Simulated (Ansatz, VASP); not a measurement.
## Y: VASP beside Ansatz

```
Y
1.0
     3.64740    0.00000    0.00000
    -1.82370    3.15874    0.00000
     0.00000    0.00000    5.84521
Y
2
Direct
  0.66667 0.33333 0.75000
  0.33333 0.66667 0.25000
```

Alike in both runs: task single point; functional PBE; k mesh 7 × 7 × 4; occupations fermi-dirac, width 0.05 eV; no spin polarisation.

|  | VASP | Ansatz |
| --- | --- | --- |
| version | VASP 6.6.1 | Ansatz 0.2.0 |
| potentials or method | VASP PAW PBE potentials, release 64 (Y_sv) | Ansatz PAW |
| plane-wave cutoff (eV) | 520 | 420 |
| valence electrons in the cell | 22 | 22 |

|  | VASP | Ansatz | Ansatz less VASP |
| --- | --- | --- | --- |
| gap on the k mesh at the Fermi level (eV) | none | none | - |
| pressure (GPa) | -1.0 | -0.9 | +0.10 |
| largest component of the traceless stress (GPa) | 1.24 | 1.25 | +0.007 |

A gap of «none» marks a metal or a gap that the smearing closes. The functional is the same, so the differences come from potentials, cutoffs and numerics.
